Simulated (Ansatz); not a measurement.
The system is Eu.

```
Eu
1.0
    -2.30300    2.30300    2.30300
     2.30300   -2.30300    2.30300
     2.30300    2.30300   -2.30300
Eu
1
Direct
  0.00000 0.00000 0.00000
```

Base run:

- Program: Ansatz 0.2.0
- Functional: PBE
- Potentials or basis: Ansatz PAW
- Cutoff: 420 eV (not typed: the program's choice for these potentials)
- k mesh: 7 × 7 × 7
- Occupations: fermi-dirac, width 0.05 eV
- Spin: collinear spin, ferromagnetic start
- Starting moments: [7.0] μB
- Fixed moment: 7 μB

Its results: pressure -1.7 GPa; site moments Eu +6.92 μB.

**Question.** The run is repeated on the same cell with these changes: fixed moment from 7 μB to 5.2 μB; moments at the start from [7.0] to [5.2]. What comes out?

**Answer.** Pressure -0.7 GPa; site moments Eu +5.98 μB.

Caveats: the total moment is fixed, so each spin has its own Fermi level; the thresholds are loose for stress.
